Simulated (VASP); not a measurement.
# S (R-3) in VASP: single point with PBE+D3(BJ)

Aim: the single point of S with PBE+D3(BJ).

Program: VASP 6.6.1. These are calculated values, not measurements. Logs are shortened: lines on timing, memory, paths and dates and some standing lists are left out, and cuts for length are marked.

### Step 1. Starting point

It takes space group R-3 (No. 148, trigonal). Conventional cell: a = 10.766 Å, b = 10.766 Å, c = 4.225 Å, α = 90.00°, β = 90.00°, γ = 120.00°. S (site symmetry 1) is surrounded by 2 S at 2.07 Å.

This isn't the form of S at room conditions, which is orthorhombic, of S8 rings.

### Step 2. Single point, PBE+D3(BJ)

Contents of INCAR:

```
SYSTEM = S
PREC = Accurate ; ENCUT = 520
EDIFF = 1E-6 ; ISMEAR = 0
SIGMA = 0.1 ; LREAL = .False.
LASPH = .True. ; NELM = 100
ALGO = Fast ; ISIF = 2
LWAVE = .False. ; LCHARG = .True.
GGA = PE ; IVDW = 12
LELF = .True. ; LVHAR = .True.
NBANDS = 27
```

Contents of KPOINTS:

```
Automatic mesh
0
Gamma
  6 6 6
  0 0 0
```

Contents of POSCAR:

```
S
1.0
    5.3830001089      3.1078765619      1.4083300000
   -5.3830001089      3.1078765619      1.4083300000
    0.0000000000     -6.2157531238      1.4083300000
S
6
Direct
    0.5845000000      0.3510000000      0.2465000000
    0.2465000000      0.5845000000      0.3510000000
    0.3510000000      0.2465000000      0.5845000000
    0.4155000000      0.6490000000      0.7535000000
    0.7535000000      0.4155000000      0.6490000000
    0.6490000000      0.7535000000      0.4155000000
```

Potentials or basis: VASP PAW PBE potentials, release 64 (S).

Launch:

```console
$ cat potpaw_PBE.64/S/POTCAR > POTCAR
$ mpirun -np 1 vasp_std > vasp.out
```

OUTCAR:

```text
SYSTEM = S
   PREC = Accurate
   ENCUT = 520
   EDIFF = 1E-6
   ISMEAR = 0
   LREAL = .False.
   LASPH = .True.
   NELM = 100
   ISIF = 2
   GGA = PE
   IVDW = 12
 IVDW          = 12

 ion  position               nearest neighbor table
   1  0.584  0.351  0.246-   5 2.07   6 2.07
   2  0.246  0.584  0.351-   4 2.07   6 2.07
   3  0.351  0.246  0.584-   5 2.07   4 2.07
   4  0.416  0.649  0.754-   2 2.07   3 2.07
   5  0.754  0.416  0.649-   1 2.07   3 2.07
   6  0.649  0.754  0.416-   2 2.07   1 2.07

  LATTYP: Found a trigonal (rhomboedric) cell.
 ALAT       =     6.3733021492
 COS(alpha) =    -0.4267561602

  Lattice vectors:

 A1 = (   5.3830001089,   3.1078765619,   1.4083300000)
 A2 = (  -5.3830001089,   3.1078765619,   1.4083300000)
 A3 = (   0.0000000000,  -6.2157531238,   1.4083300000)

Analysis of symmetry for initial positions (statically):
=====================================================================
 Subroutine PRICEL returns:
 Original cell was already a primitive cell.

 Routine SETGRP: Setting up the symmetry group for a
 trigonal (rhombohedral) supercell.

 Subroutine GETGRP returns: Found  6 space group operations
 (whereof  6 operations were pure point group operations)
 out of a pool of 12 trial point group operations.

The static configuration has the point symmetry S_6 .

Analysis of symmetry for dynamics (positions and initial velocities):
=====================================================================
 Subroutine PRICEL returns:
 Original cell was already a primitive cell.

 Routine SETGRP: Setting up the symmetry group for a
 trigonal (rhombohedral) supercell.

 Subroutine GETGRP returns: Found  6 space group operations
 (whereof  6 operations were pure point group operations)
 out of a pool of 12 trial point group operations.

The dynamic configuration has the point symmetry S_6 .

 Subroutine INISYM returns: Found  6 space group operations
 (whereof  6 operations are pure point group operations),
 and found     1 'primitive' translations

----------------------------------------------------------------------------------------

                                     Primitive cell

  volume of cell :     141.3656

  direct lattice vectors                    reciprocal lattice vectors
     5.383000109  3.107876562  1.408330000     0.092885006  0.053627183  0.236686951
    -5.383000109  3.107876562  1.408330000    -0.092885006  0.053627183  0.236686951
     0.000000000 -6.215753124  1.408330000     0.000000000 -0.107254367  0.236686951

  length of vectors
     6.373302149  6.373302149  6.373302149     0.259854213  0.259854213  0.259854213

  position of ions in fractional coordinates (direct lattice)
     0.584500000  0.351000000  0.246500000
     0.246500000  0.584500000  0.351000000
     0.351000000  0.246500000  0.584500000
     0.415500000  0.649000000  0.753500000
     0.753500000  0.415500000  0.649000000
     0.649000000  0.753500000  0.415500000

  ion indices of the primitive-cell ions
   primitive index   ion index
                 1           1
                 2           2
                 3           3
                 4           4
                 5           5
                 6           6

----------------------------------------------------------------------------------------

 KPOINTS: Automatic mesh

Automatic generation of k-mesh.
 Grid dimensions read from file:
 generate k-points for:    6    6    6

 Generating k-lattice:

  Cartesian coordinates                     Fractional coordinates (reciprocal lattice)
     0.015480834  0.008937864  0.039447825     0.166666667 -0.000000000 -0.000000000
    -0.015480834  0.008937864  0.039447825    -0.000000000  0.166666667 -0.000000000
     0.000000000 -0.017875728  0.039447825    -0.000000000 -0.000000000  0.166666667

  Length of vectors
     0.043309035  0.043309035  0.043309035

  Shift w.r.t. Gamma in fractional coordinates (k-lattice)
     0.000000000  0.000000000  0.000000000

 Subroutine IBZKPT returns following result:
 ===========================================

 Found     40 irreducible k-points:

 Following reciprocal coordinates:
            Coordinates               Weight
  0.000000  0.000000  0.000000      1.000000
  0.166667  0.000000  0.000000      6.000000
  0.333333  0.000000  0.000000      6.000000
  0.500000  0.000000  0.000000      3.000000
  0.166667  0.166667  0.000000      6.000000
  0.333333  0.166667  0.000000      6.000000
[... 16 lines left out ...]
  0.333333  0.333333  0.166667      6.000000
  0.500000  0.333333  0.166667      6.000000
 [... further k-points ...]
   k-points           NKPTS =     40   k-points in BZ     NKDIM =     40   number of bands    NBANDS=     27
   number of dos      NEDOS =    301   number of ions     NIONS =      6
   total plane-waves  NPLWV = 110592
   dimension x,y,z NGX =    48 NGY =   48 NGZ =   48
   dimension x,y,z NGXF=    96 NGYF=   96 NGZF=   96
   ions per type =               6
   NGX,Y,Z   is equivalent  to a cutoff of  12.52, 12.52, 12.52 a.u.
   NGXF,Y,Z  is equivalent  to a cutoff of  25.04, 25.04, 25.04 a.u.
 SYSTEM =  S
   PREC   = accura    normal or accurate (medium, high low for compatibility)
   ISTART =      0    job   : 0-new  1-cont  2-samecut
   ICHARG =      2    charge: 1-file 2-atom 10-const
   ISPIN  =      1    spin polarized calculation?
   LNONCOLLINEAR =      F non collinear calculations
   LSORBIT =      F    spin-orbit coupling
   LASPH  =      T    aspherical Exc in radial PAW
   ENCUT  =  520.0 eV  38.22 Ry    6.18 a.u.  11.85 11.85 11.85*2*pi/ulx,y,z
   NELM   =    100;   NELMIN=  2; NELMDL= -5     # of ELM steps
   EDIFF  = 0.1E-05   stopping-criterion for ELM
   LREAL  =      F    real-space projection
   EDIFFG = 0.1E-04   stopping-criterion for IOM
   NSW    =      0    number of steps for IOM
   IBRION =     -1    ionic relax: 0-MD 1-quasi-New 2-CG
   NFREE  =      0    steps in history (QN), initial steepest desc. (CG)
   ISIF   =      2    stress and relaxation
   ISYM   =      2    0-nonsym 1-usesym 2-fastsym
   POTIM  = 0.5000    time-step for ionic-motion
   TEBEG  =    0.0;   TEEND  =   0.0 temperature during run
   PSTRESS=    0.0 pullay stress
   NELECT =      36.0000    total number of electrons
   NUPDOWN=      -1.0000    fix difference up-down
   EMIN   =  10.00;   EMAX   =-10.00  energy-range for DOS
   EFERMI =   0.00;   METHOD = LEGACY
   ISMEAR =     0;   SIGMA  =   0.10  broadening in eV -4-tet -1-fermi 0-gaus
   EFERMI_NEDOS =   21; number of points for ismear=-14 and -15
   IALGO  =     68    algorithm
   IMIX   =      4    mixing-type and parameters
     AMIX     =   0.40;   BMIX     =  1.00
     AMIX_MAG =   1.60;   BMIX_MAG =  1.00
  volume/ion in A,a.u.               =      23.56       159.00
  Fermi-wavevector in a.u.,A,eV,Ry     =   1.037674  1.960920 14.650317  1.076768
  Thomas-Fermi vector in A             =   2.172123
   LORBIT       =      0    0 simple, 1 ext, 2 COOP (PROOUT), +10 PAW based schemes
   GGA     = PE    functional components
   LHFCALC =     F    Hartree Fock is set to
   AEXX    =    0.0000 exact exchange contribution
   IVDW    =    12    specifies the selected vdW correction
   LEPSILON=     F    determine dielectric tensor
   LRPA    =     F    only Hartree local field effects (RPA)
 non-spin polarized calculation
 RMM-DIIS sequential band-by-band and
 Gauss-broadening in eV      SIGMA  =   0.10
  energy-cutoff  :      520.00
  volume of cell :      141.37
 maximum number of plane-waves:      3830
   NGX = 23   NGY = 23   NGZ = 23

 number of electron      36.0000003 magnetization

 Free energy of the ion-electron system (eV)
  ---------------------------------------------------
  ext. energy  EPLUGINS =         0.00000000
  ---------------------------------------------------
  free energy    TOTEN  =       -24.25073596 eV

  energy without entropy =      -24.25073596  energy(sigma->0) =      -24.25073596

 E-fermi :   3.4018     XC(G=0):  -8.6895

 val. band max:        2.9134323125   @ k =   0.5000   0.5000   0.5000
 cond. band min:       4.9235325504   @ k =  -0.3333   0.3333   0.1667
 fundamental gap:      2.0101002379
 Fermi energy:         3.4017677269

 k-point     1 :       0.0000    0.0000    0.0000
  band No.  band energies     occupation
      1     -13.9206      2.00000
      2     -11.9535      2.00000
      3     -11.9535      2.00000
      4      -8.7812      2.00000
      5      -8.7812      2.00000
      6      -5.9274      2.00000
[... 19 lines left out ...]
     26       9.9686      0.00000
     27      10.0960      0.00000

 k-point     2 :       0.1667    0.0000    0.0000
  band No.  band energies     occupation
      1     -13.8688      2.00000
      2     -11.9810      2.00000
      3     -11.9505      2.00000
      4      -8.7675      2.00000
      5      -8.7106      2.00000
      6      -6.0084      2.00000
[... 19 lines left out ...]
     26       9.7385      0.00000
     27      10.0319      0.00000

 k-point     3 :       0.3333    0.0000    0.0000
  band No.  band energies     occupation
      1     -13.7582      2.00000
      2     -12.0395      2.00000
      3     -11.9446      2.00000
      4      -8.7395      2.00000
      5      -8.5645      2.00000
      6      -6.1972      2.00000
[... 19 lines left out ...]
     26      10.0388      0.00000
     27      10.3265      0.00000

 k-point     4 :       0.5000    0.0000    0.0000
  band No.  band energies     occupation
      1     -13.6988      2.00000
      2     -12.0711      2.00000
      3     -11.9417      2.00000
      4      -8.7253      2.00000
      5      -8.4883      2.00000
      6      -6.3026      2.00000
[... 19 lines left out ...]
     26      10.4089      0.00000
     27      10.8962      0.00000

 k-point     5 :       0.1667    0.1667    0.0000
  band No.  band energies     occupation
      1     -13.7817      2.00000
      2     -11.9737      2.00000
      3     -11.9553      2.00000
      4      -8.6973      2.00000
      5      -8.6409      2.00000
      6      -6.2170      2.00000
[... 19 lines left out ...]
     26       9.9774      0.00000
     27      10.4017      0.00000

 k-point     6 :       0.3333    0.1667    0.0000
  band No.  band energies     occupation
      1     -13.6990      2.00000
      2     -12.0501      2.00000
      3     -11.9639      2.00000
      4      -8.6853      2.00000
      5      -8.5300      2.00000
      6      -6.2998      2.00000
[... 444 lines left out ...]
      1     -13.8099      2.00000
      2     -12.1503      2.00000
      3     -12.0297      2.00000
      4      -8.7986      2.00000
      5      -8.5926      2.00000
      6      -5.7854      2.00000
[... 19 lines left out ...]
     26       9.7953      0.00000
     27      10.0433      0.00000

 k-point    22 :      -0.1667    0.1667    0.1667
  band No.  band energies     occupation
      1     -13.8310      2.00000
      2     -12.0359      2.00000
      3     -11.9872      2.00000
      4      -8.7723      2.00000
      5      -8.6663      2.00000
      6      -5.9278      2.00000
[... 19 lines left out ...]
     26       9.7993      0.00000
     27      10.2646      0.00000

 k-point    23 :       0.3333    0.3333    0.1667
  band No.  band energies     occupation
      1     -13.7014      2.00000
      2     -12.2216      2.00000
      3     -12.1072      2.00000
      4      -8.6798      2.00000
      5      -8.4926      2.00000
      6      -5.9761      2.00000
[... 19 lines left out ...]
     26       9.5486      0.00000
     27       9.9492      0.00000

 k-point    24 :       0.5000    0.3333    0.1667
  band No.  band energies     occupation
      1     -13.7310      2.00000
      2     -12.2630      2.00000
      3     -12.0918      2.00000
      4      -8.7784      2.00000
      5      -8.4963      2.00000
      6      -5.7361      2.00000
[... 19 lines left out ...]
     26       9.5123      0.00000
     27       9.9933      0.00000

 [... further k-points ...]

------------------------ aborting loop because EDIFF is reached ----------------------------------------

 Edisp (eV)   -1.49753

 E8    (eV) :    -0.5365

  FORCE on cell =-STRESS in cart. coord.  units (eV):
  Direction    XX          YY          ZZ          XY          YZ          ZX
  --------------------------------------------------------------------------------------
  -------------------------------------------------------------------------------------
  Total       0.01922     0.01922    -0.23757    -0.00000     0.00000     0.00000
  in kB       0.21780     0.21780    -2.69247    -0.00000     0.00000     0.00000
  external pressure =       -0.75 kB  Pullay stress =        0.00 kB

 VOLUME and BASIS-vectors are now :
 -----------------------------------------------------------------------------
  energy-cutoff  :      520.00
  volume of cell :      141.37
      direct lattice vectors                 reciprocal lattice vectors
     5.383000109  3.107876562  1.408330000     0.092885006  0.053627183  0.236686951
    -5.383000109  3.107876562  1.408330000    -0.092885006  0.053627183  0.236686951
     0.000000000 -6.215753124  1.408330000     0.000000000 -0.107254367  0.236686951

 POSITION                                       TOTAL-FORCE (eV/Angst)
 -----------------------------------------------------------------------------------
      1.25693      1.37524      1.66465         0.066831      0.096639     -0.028101
     -1.81945      0.40092      1.66465        -0.117107      0.009557     -0.028101
      0.56252     -1.77615      1.66465         0.050277     -0.106196     -0.028101
     -1.25693     -1.37524      2.56034        -0.066831     -0.096639      0.028101
      1.81945     -0.40092      2.56034         0.117107     -0.009557      0.028101
     -0.56252      1.77615      2.56034        -0.050277      0.106196      0.028101
 -----------------------------------------------------------------------------------
    total drift:                                0.000000     -0.000000      0.000000

  FREE ENERGIE OF THE ION-ELECTRON SYSTEM (eV)
  ---------------------------------------------------
  free  energy   TOTEN  =       -25.7482634019 eV

  energy  without entropy=      -25.7482634019  energy(sigma->0) =      -25.74826340
```

It took 2.7 min on 1 thread of Intel Xeon Platinum 8259CL at 2.50GHz (Skylake/Cascade Lake), shared host; peak memory 0.36 GiB.

What came out:

```yaml
Free_energy: -25.7483 eV
Pressure: -0.1 GPa
Largest_force: 0.121 eV/Å
Band_gap_on_the_k_mesh: 2.01 eV, indirect (least direct gap 2.09 eV)
Dispersion_energy_per_atom: -0.250 eV
```

Forces in eV/Å, atoms in the order of the input:
```
S    0.067  0.097 -0.028
S   -0.117  0.010 -0.028
S    0.050 -0.106 -0.028
S   -0.067 -0.097  0.028
S    0.117 -0.010  0.028
S   -0.050  0.106  0.028
```
